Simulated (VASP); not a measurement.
A run of VASP 6.6.1:

File INCAR:

```
PREC = Accurate
ENCUT = 520
EDIFF = 1E-7
ISMEAR = 0
SIGMA = 0.02
LREAL = False
LASPH = True
NELM = 60
ALGO = Normal
ISIF = 2
LWAVE = False
LCHARG = False
GGA = PE
NBANDS = 21
```

The input KPOINTS:

```
Automatic mesh
0
Gamma
  4 4 4
```

The input POSCAR:

```
Ge
1.0
    0.0000000000      2.8289100000      2.8289100000
    2.8289100000      0.0000000000      2.8289100000
    2.8289100000      2.8289100000      0.0000000000
Ge
2
Direct
    0.0000000000      0.0000000000      0.0000000000
    0.2500000000      0.2500000000      0.2500000000
```

Potentials or basis: VASP PAW PBE potentials, release 64 (Ge_d).

The run is started by

```bash
$ cat potpaw_PBE.64/Ge_d/POTCAR > POTCAR
$ mpirun -np 1 vasp_std > vasp.out
```

Hardware: 1 thread of AMD EPYC 7R13 Processor (Zen 3) (shared host).

Q: Estimate the wall time of this run.

A: Wall time 11 s on 1 thread of AMD EPYC 7R13 Processor (Zen 3), on a shared host, peak memory 0.13 GiB. Counts: scf iterations 13, k points 8.
